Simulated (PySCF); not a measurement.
An unknown is described by computed data only.

Elements present: C, H and O. Monoisotopic mass: 60.0211 u.

- Rotational structure: rotational constants A, B, C: 21.068, 6.717, 5.263 GHz [GFN2-xTB]
- NMR, other nuclei: isotropic shieldings of nuclei other than C and H, by class: -94 (1 O), 149 (1 O) ppm [GIAO PBE0/pcSseg-1]
- 13C NMR: chemical shifts (computed TMS as zero) by class: 164.8 (1 C), 49.0 (1 C) ppm [GIAO PBE0/pcSseg-1]
- Couplings: largest of the computed one-bond spin–spin couplings (means over like bonds): 13C–1H +228.9, 13C–1H +152.0 (×3), 17O–13C +38.9, 17O–13C +26.6, 17O–13C +18.8 Hz [B3LYP/pcJ-1]
- Dipole: 2.05 D [PBE0/pcSseg-1]
- 1H NMR: chemical shifts (computed TMS as zero) by class: 8.05 (1 H), 4.14 (3 H) ppm [GIAO PBE0/pcSseg-1]

Gas-phase values; electronic properties from PySCF, density fitting. Levels stand in brackets. Geometry: GFN2-xTB, one conformer, isolated molecule. NMR classes are plain means over equivalent atoms (diastereotopic ones count apart unless rotation or inversion swaps them), as if these changed places fast.

Task: Which formula fits the mass and the elements?

Result: C2H4O2 (calculated 60.0211). No other formula that holds each of these elements comes within 0.0003 u with a fitting electron parity and a possible valence count.

Task: Propose a structure and show how it fits.

Result: Numbering: `[CH3:1][O:2][CH:3]=[O:4]`. Its formula, C2H4O2, gives 1 degree of unsaturation: 0 rings and 1 π bond in the structure found. 2 carbons fall into 2 classes; from least to most shielded: ester carbonyl carbon [C3] (164.8 ppm), methoxy carbon [C1] (49.0 ppm). Hydrogen classes from least to most shielded: 1 H on an ester carbonyl carbon, C3 (8.05 ppm), 3 H on a methoxy carbon, C1 (4.14 ppm, a mean of values up to 2.1 ppm apart in this geometry). The other shieldings belong to: -94 ppm, ester carbonyl oxygen [O4]; 149 ppm, ester single-bonded oxygen [O2]. The couplings run between: +228.9 Hz, ester carbonyl carbon [C3] and its hydrogen; +152.0 Hz, methoxy carbon [C1] and its hydrogen (with 2 like pairs); +38.9 Hz, ester single-bonded oxygen [O2] and ester carbonyl carbon [C3]; +26.6 Hz, ester carbonyl oxygen [O4] and ester carbonyl carbon [C3]; +18.8 Hz, ester single-bonded oxygen [O2] and methoxy carbon [C1]. By its constants the optimised geometry is an asymmetric top. Structure: methyl formate (`O(C)C=O`). Computed isomers that give other values at the same levels: `CC(=O)O` (13C chemical shifts (computed TMS as zero) by class: 174.7 (1 C), 21.3 (1 C) ppm). The assignments are read from this structure; whether some other isomer fits the data as well wasn't checked.

The values belong to the conformer `[CH3:1][O:2][CH:3]=[O:4]`: C1–O2–C3–O4 0°.
